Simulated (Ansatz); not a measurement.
Write the native input for Ansatz 0.2.0 that does the following.

```
Task                : relaxation of cell and atoms
Functional          : BLYP
Potentials or basis : all-electron LAPW, scalar-relativistic
Basis error allowed : 0.001 eV/atom
k mesh              : 8 × 8 × 8
Occupations         : fermi-dirac, width 0.05 eV
Spin                : no spin polarisation
```

The system is InP.

```
In P
1.0
     0.00000    2.93050    2.93050
     2.93050    0.00000    2.93050
     2.93050    2.93050    0.00000
In P
1 1
Direct
  0.00000 0.00000 0.00000
  0.75000 0.75000 0.75000
```

One way to write it, as run:

input.yaml

```yaml
crystal:
  lattice:
    - [0.0, 2.9305, 2.9305]
    - [2.9305, 0.0, 2.9305]
    - [2.9305, 2.9305, 0.0]
  atoms:
    - { symbol: In, position: [0.0, 0.0, 0.0] }
    - { symbol: P, position: [0.75, 0.75, 0.75] }
kpoints:
  mp_grid: { grid: [8, 8, 8] }
scf:
  occupations: { method: fermi_dirac, width: 0.05 }
hamiltonian:
  xc: blyp
  pseudopotentials: { kind: all_electron, lapw: { basis_error: 0.001 } }
output:
  forces: true
  stress: true
relax:
  f_tol: 0.01
  max_steps: 60
  cell: {}
```

Potentials or basis: all-electron LAPW, scalar-relativistic.

Run with:

```sh
$ ansatz run input.yaml --threads 1 --pin off --max-ram 3072MiB --backend cpu --events-out ev --progress --plain --runs-dir out
```

Results of the run:

| Item | Value |
| --- | --- |
| Relaxed volume | 28.03 Å³/atom |
| Relaxed cell | a = 4.296 Å, b = 4.296 Å, c = 4.296 Å, α = 60.00°, β = 60.00°, γ = 60.00° |
| Space group after relaxing (to 0.05 Å) | F-43m (No. 216) |
| Energy gained by relaxing | 53.7 meV/atom |
| Ionic steps | 4 |
| Pressure after relaxing | 0.0 GPa |

Caveat: the volume moved by +11 % from the deposited cell, more than functionals usually miss.

Run time: 23 s on 1 thread of Arm Neoverse V2, with other jobs on the host, peak memory 0.27 GiB.
